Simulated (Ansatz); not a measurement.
# Sn: the cost of one run

Computed with Ansatz 0.2.0 (DFT PBE, scalar-relativistic, plane waves, PAW, unless a step's input says otherwise).

3 further runs of the same task are left out: 3 set aside as unsound or not needed.

### 1 Starting point

Symmetry: C2/c, No. 15, monoclinic system. Conventional cell: a = 3.465 Å, b = 10.088 Å, c = 4.174 Å, α = 90.00°, β = 92.02°, γ = 90.00°. Around Sn (site symmetry 2) lie 8 Sn at 3.37 to 3.66 Å.

Structure file:

```xyz
2
Lattice="1.7324 -5.0439 0.0000 1.7324 5.0439 0.0000 -0.1471 0.0000 4.1713" Properties=species:S:1:pos:R:3 pbc="T T T"
Sn    1.6957   -3.7224    1.0428
Sn    1.6221    3.7224    3.1285
```

This is candidate A: Ga type (C2/c, No. 15).

(A quick probe on a coarse mesh, which set the mesh and smearing, is not shown.)

### 3 A loose first relaxation (candidate A)

Input file input.yaml:

```yaml
crystal:
  lattice:
    - [1.7324348787, -5.0438532459, 0.0]
    - [1.7324348787, 5.0438532459, 0.0]
    - [-0.1471254349, 0.0, 4.171284798]
  atoms:
    - { symbol: Sn, position: [0.869, 0.131, 0.25] }
    - { symbol: Sn, position: [0.131, 0.869, 0.75] }
basis:
  ecutwfc: 420
kpoints:
  mp_grid: { grid: [6, 6, 4] }
hamiltonian:
  xc: pbe
scf:
  occupations: { method: gaussian, width: 0.1 }
  lower_state_search: "off"
output:
  forces: true
  stress: true
  eigenvalues: true
relax:
  adjacent_minimum: "off"
  f_tol: 0.04
  max_steps: 70
  cell: { stress_tol: 0.4 }
```

What time and memory should one allow on 1 thread of an x86-64 CPU, shared host?

About 27 s, with a peak of 0.42 GiB.
